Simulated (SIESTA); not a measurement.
GaN, 4 atoms in the cell. Symmetry: P6_3mc, No. 186, hexagonal system. The conventional cell has a = 3.180 Å, b = 3.180 Å, c = 5.166 Å, α = 90.00°, β = 90.00°, γ = 120.00°. Ga (site symmetry 3m) has 4 N at 1.94 to 1.95 Å as nearest neighbours. Around N (site symmetry 3m) lie 4 Ga at 1.94 to 1.95 Å. 

| Property | Result |
| --- | --- |
| Program | SIESTA 5.4.2 |
| Task | band structure |
| Functional | PBE |
| Potentials or basis | SG15 1.2 (PBE files) or PseudoDojo by element |
| Basis | DZP (energy shift 0.003 Ry; two zetas on semicore shells) |
| Grid cutoff | 800 Ry |
| Energy shift | 0.003 Ry |
| k mesh | 10 × 10 × 5 |
| Occupations | fermi-dirac, width 0.05 eV |
| Spin | no spin polarisation |

Potentials or basis: SG15 1.2 (PBE files) or PseudoDojo by element, DZP (energy shift 0.003 Ry; two zetas on semicore shells).

The run is started by

```console
$ siesta < GaN.fdf > GaN.out 2>&1
```

Hardware: 1 thread of Arm Neoverse V2 (shared host).

Problem. How long does it take, and how much memory?

Solution. Wall time 2.2 min on 1 thread of Arm Neoverse V2, with other jobs on the host, peak memory 0.44 GiB. Counts: scf iterations 9, k points 260, bands 72.
